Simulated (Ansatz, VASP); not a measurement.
ZnS in VASP and in Ansatz

```
Zn S
1.0
     0.00000    3.12229    2.02949
     3.12229    0.00000    2.02949
     3.12229    3.12229    0.00000
Zn S
1 1
Cartesian
  0.0000 0.0000 0.0000
  4.6834 4.6834 3.0442
```

Alike in both runs: task single point; functional PBE; k mesh 10 × 10 × 10; occupations gaussian, width 0.05 eV; no spin polarisation.

```csv
,VASP,Ansatz
version,VASP 6.6.1,Ansatz 0.2.0
potentials or method,"VASP PAW PBE potentials, release 64 (Zn, S)","scalar-relativistic, plane waves, PAW"
plane-wave cutoff (eV),520,420
valence electrons in the cell,18,18
```

```tsv
	VASP	Ansatz	Ansatz less VASP
gap on the k mesh at the Fermi level (eV)	0.94	0.93	-0.003
least direct gap on the mesh (eV)	1.03	1.02	-0.005
pressure (GPa)	-2.9	-3.0	-0.12
largest component of the traceless stress (GPa)	6.88	6.94	+0.064
```

A k mesh can miss the band edges. PBE gaps usually lie below the measured ones, often by a third to a half.
